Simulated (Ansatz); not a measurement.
Cu:

```xyz
1
Lattice="-1.4428 1.4428 1.3761 1.4428 -1.4428 1.3761 1.4428 1.4428 -1.3761" Properties=species:S:1:pos:R:3 pbc="T T T"
Cu    0.0000    0.0000    0.0000
```

This isn't the form of Cu at room conditions, which is fcc.

Base run:

```yaml
Program: Ansatz 0.2.0
Functional: LDA
Potentials_or_basis: all-electron LAPW, scalar-relativistic
Cutoff: 322 eV
Density_cutoff: 1288 eV
Basis_error_allowed: 0.001 eV/atom
k_mesh: 13 × 13 × 13
Occupations: fermi-dirac, width 0.05 eV
Spin: no spin polarisation
```

Its results: pressure -7.8 GPa.

**Question.** The run is repeated on the same cell with these changes: functional from LDA to PBEsol. What comes out?

**Answer.** Pressure -1.4 GPa.

PBEsol binds less tightly than LDA, so the same cell stands under more pressure.

Not every run made on this cell is shown here.
